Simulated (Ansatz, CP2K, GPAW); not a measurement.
## TaN: programs and potentials compared

```
CELL_PARAMETERS angstrom
3.12728 0.00000 0.00000
1.56364 2.70831 0.00000
1.56364 0.90277 2.55342
ATOMIC_POSITIONS crystal
Ta 0.50000 0.50000 0.50000
N 0.00000 0.00000 0.00000
```

The cell comes from a database or a generator and needn't be the stable form of this composition.

Alike in all runs: task single point; functional RPBE; k mesh 10 × 10 × 10; occupations gaussian, width 0.02 eV; no spin polarisation; no spin-orbit coupling. A missing gap at this level doesn't show that the real crystal is a metal. Pressure is positive in compression and, in plane waves, holds the error of the finite cutoff.

```tsv
program and potentials	plane-wave cutoff (eV)	notes	band gap (eV)	pressure (GPa)
Ansatz, all-electron LAPW, scalar-relativistic	-	-	no gap	3.44
GPAW, the program's PAW data sets (release 1.2.1) made for this functional	800	-	?	?
CP2K, POTENTIAL_UZH Ta GTH-PBE-q13, N GTH-PBE-q5; TZVP-MOLOPT-PBE-GTH basis	-	atomic basis; potentials made for PBE	no gap	-2.70
```

Problem. Estimate from the other rows what the run with GPAW, the program's PAW data sets (release 1.2.1) made for this functional gave.

Solution. No band gap; pressure 3.96 GPa. The other rows, which needn't bracket it: pressure -2.70 to 3.44.
